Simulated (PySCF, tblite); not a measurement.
## fluoroform: calculation against experiment

**What was measured.**

From NIST CCCBDB Release 22 (SRD 101), experimental dipoles, for the gas: dipole moment (microwave Stark effect, vibrational ground state) 1.645 ± 0.009 D.

From NIST CCCBDB Release 22 (SRD 101), experimental polarizabilities, for the gas: mean polarisability 2.801 Å³.

From CRC Handbook of Chemistry and Physics, for the gas at 298.15 K: standard entropy 259.7 J/(mol K).

The runs below try to reproduce these values; the comparison stands at the end.

Species: fluoroform, CHF₃.
Atom-mapped SMILES: `[F:1][CH:2]([F:3])[F:4]` (hydrogens: H5 on C2)

Geometry (GFN2-xTB, Å), atoms numbered from 1 in this order:
```xyz
5
CHF3 angstrom
F     -0.9019   -0.8162   -0.4812
C      0.0049   -0.0076    0.0543
F      1.1776   -0.2566   -0.5163
F     -0.3370    1.2458   -0.2195
H      0.0650   -0.1626    1.1456
```

Runs made with PySCF (gas phase, on this GFN2-xTB geometry; no spin–orbit coupling):

| level | job | basis functions |
| --- | --- | --- |
| PBE0/pcSseg-1 | shieldings, charges and field gradients | 73 |
| CAM-B3LYP/def2-SVPD | 8 singlets by full TDDFT, 3 Tamm–Dancoff triplets, polarisability | 97 |
| B3LYP/pcJ-1 | spin–spin couplings from 5 perturbed nuclei | 118 |

GFN2-xTB wavenumbers (cm⁻¹, harmonic, unscaled, at the method's own geometry): 450, 450, 618, 1055, 1089, 1090, 1244, 1245, 2896. Point group C3v, symmetry number 3. Entropy at 298.15 K and 1 bar in J/(mol K): translation 161.8, rotation 90.3, vibration 9.6.

**Comparison with experiment**

**Dipole moment.** Measured: 1.645 D (NIST CCCBDB Release 22 (SRD 101), experimental dipoles).

```
              level  computed (D)  computed − measured (D)  % (from the printed values)
      PBE0/pcSseg-1         1.616                   -0.029                           -2
CAM-B3LYP/def2-SVPD         1.667                   +0.022                           +1
        B3LYP/pcJ-1         1.614                   -0.031                           -2
```

The computed dipoles belong to one fixed geometry; measured ones are averaged over vibrations unless marked μe. Magnitudes are compared, not signs.

**Mean polarisability.** Measured: 2.801 Å³ (NIST CCCBDB Release 22 (SRD 101), experimental polarizabilities).

```csv
level,computed (Å³),computed − measured (Å³),% (from the printed values)
CAM-B3LYP/def2-SVPD,2.712,-0.089,-3
```

The computed values are static and purely electronic, with core orbitals frozen in the response (1 au = 0.148185 Å³). The table of measured values doesn't say here whether a value is static or optical, or holds a vibrational part.

**Standard entropy at 298.15 K.** Measured: 259.7 J/(mol K) (298.15 K; CRC Handbook of Chemistry and Physics).

| level | computed (J/(mol K)) | computed − measured (J/(mol K)) | % (from the printed values) |
| --- | --- | --- | --- |
| GFN2-xTB, rigid rotor and harmonic oscillator | 261.7 | +2.0 | +1 |

Ideal gas at 1 bar, most abundant isotopes; table values of this kind come from calorimetry or from spectroscopic constants.

The geometry is computed, not the measured one. Where a level misses, the cause wasn't examined.
